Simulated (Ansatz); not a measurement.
# ZnSe, one cell by several methods

```
Zn Se
1.0
     0.00000    2.74879    2.83380
     2.74879    0.00000    2.83380
     2.74879    2.74879    0.00000
Zn Se
1 1
Direct
  0.00000 0.00000 0.00000
  0.75000 0.75000 0.75000
```

Atoms are numbered in the order listed.

The conventional cell has a = 3.887 Å, b = 3.887 Å, c = 5.668 Å, α = 90.00°, β = 90.00°, γ = 90.00°. Around Zn (atom 1) lie 4 Se at 2.41 Å. Around Se (atom 2) lie 4 Zn at 2.41 Å.

The cell is COD entry 9008857, as deposited and not checked against the literature; nothing was relaxed. The listed cell was then made from it by scaling, straining or moving an atom.

All numbers are computed: DFT, PBE, PAW with Ansatz's default frozen-core files, scalar-relativistic (Ansatz 0.2.0); DFT, PBE, all-electron LAPW, scalar-relativistic (Ansatz 0.2.0).

For PAW: a Γ-centred 8×8×8 k mesh, Fermi–Dirac smearing of 0.03 eV, cutoff 420 eV, no spin polarisation. LAPW targets a basis error of 1 meV/atom. The Ansatz runs share mesh, smearing and spin set-up. Plane-wave (PAW) pressures include the program's estimate of the Pulay term.

Stress and pressure are positive in compression.

The change that made this cell: equal xx and yy strain of -3 %.

PAW results:

```tsv
quantity	PAW
pressure (GPa)	6.68
stress xx (GPa)	7.03
stress zz (GPa)	5.99
band gap (eV)	1.493
```

**Question.** What does LAPW (all electrons) give for the same quantities?

**Answer.** 
| quantity | LAPW |
| --- | --- |
| pressure (GPa) | 6.70 |
| stress xx (GPa) | 7.04 |
| stress zz (GPa) | 6.01 |
| band gap (eV) | 1.495 |
